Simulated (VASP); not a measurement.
TePt, 4 atoms in the cell. It takes space group R-3m (No. 166, trigonal). Conventional cell: a = 3.963 Å, b = 3.963 Å, c = 19.983 Å, α = 90.00°, β = 90.00°, γ = 120.00°. Around Pt (site symmetry 3m) lie 3 Te at 2.59 Å and 3 Pt at 2.72 Å. Around Te (site symmetry 3m) lie 3 Pt at 2.59 Å. 

| Item | Value |
| --- | --- |
| Program | VASP 6.6.1 |
| Task | single point |
| Functional | PBEsol |
| Potentials or basis | VASP PAW PBE potentials, release 64 (Pt, Te) |
| Cutoff | 520 eV |
| k mesh | 7 × 7 × 7 |
| Occupations | gaussian, width 0.05 eV |
| Spin | collinear spin, ferromagnetic start |
| Starting moments | [0.5, 0.5, 0.0, 0.0] μB |
| Hubbard terms | Pt d U = 2 eV |
| Further INCAR settings | ALGO = Fast; EDIFF = 1e-06 |

Potentials or basis: VASP PAW PBE potentials, release 64 (Pt, Te).

Command:

```sh
$ cat potpaw_PBE.64/Pt/POTCAR potpaw_PBE.64/Te/POTCAR > POTCAR
$ mpirun -np 1 vasp_std > vasp.out
```

Hardware: 1 thread of Intel(R) Xeon(R) Platinum 8488C (Sapphire Rapids), on a shared host.

Question: How long does it take, and how much memory?

Answer: Wall time 7.7 min on 1 thread of Intel(R) Xeon(R) Platinum 8488C (Sapphire Rapids), with other jobs on the host, peak memory 0.56 GiB. Counts: scf iterations 14, k points 44.
